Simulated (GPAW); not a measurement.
# CoO: single point with PBEsol

The system is CoO.

```xyz
4
Lattice="3.2044 1.8501 5.1329 -1.6022 0.9250 2.5665 0.0000 -1.8501 2.5665" Properties=species:S:1:pos:R:3 pbc="T T T"
Co    0.0000    0.0000    7.6915
Co    1.6022    0.9250   10.2580
O     0.0000    0.0000    5.7824
O     1.6022    0.9250    8.3489
```

Measurements of this composition are mostly on another form, of space group No. 225.

```yaml
Program: GPAW 26.7.0
Task: single point
Functional: PBEsol
Potentials_or_basis: PAW data sets generated in the run's folder for this functional
Cutoff: 800 eV
Basis: pw
k_mesh: 4 × 7 × 7
Occupations: fermi-dirac, width 0.05 eV
Spin: collinear spin, antiferromagnetic start
Starting_moments: "[2.0, -2.0, 0.0, 0.0] μB"
Maxiter: 150
```

* Pressure: -8.5 GPa
* Largest force: 0.515 eV/Å
* Band gap on the k mesh: none (metal or under the smearing width)
* Net moment: 0.00 μB per cell
* Site moments: Co +2.13, -2.13; O +0.12, -0.12 μB

Forces on the atoms (eV/Å):
```
Co   0.271  0.157  0.408
Co   0.271  0.157  0.408
O   -0.271 -0.157 -0.408
O   -0.271 -0.157 -0.408
```

Stress tensor (GPa, compression positive):
```
-12.14  -2.20  -1.77
 -2.20  -9.61  -1.02
 -1.77  -1.02  -3.79
```

Levels at points of the mesh, in eV from the Fermi level:
Spin up:
```tsv
k point	band 11	band 12	band 13	band 14	band 15	band 16	band 17	band 18	band 19	band 20
(0.00, 0.00, 0.00)	-1.74	-0.85	-0.83	-0.14	-0.11	0.00	1.55	1.93	2.01	5.53
(0.50, 0.00, 0.00)	-1.36	-1.05	-1.02	0.13	0.18	0.86	1.91	1.97	2.37	2.73
```
Spin down:
| k point | band 13 | band 14 | band 15 | band 16 | band 17 | band 18 |
| --- | --- | --- | --- | --- | --- | --- |
| (0.00, 0.00, 0.00) | -0.83 | -0.14 | -0.11 | 0.00 | 1.55 | 1.93 |
| (0.50, 0.00, 0.00) | -1.02 | 0.13 | 0.18 | 0.86 | 1.91 | 1.97 |

Run time: 120 s on 1 thread of AMD EPYC 9R45 96-Core Processor (Zen 5), on a shared host, peak memory 0.34 GiB.

Caveat: semilocal functionals often make such compounds metallic where correlation or magnetic order opens a gap, which also shifts bond lengths. With open d or f shells a metallic result of PBEsol can be an artefact of self-interaction; +U or a hybrid may open a gap.
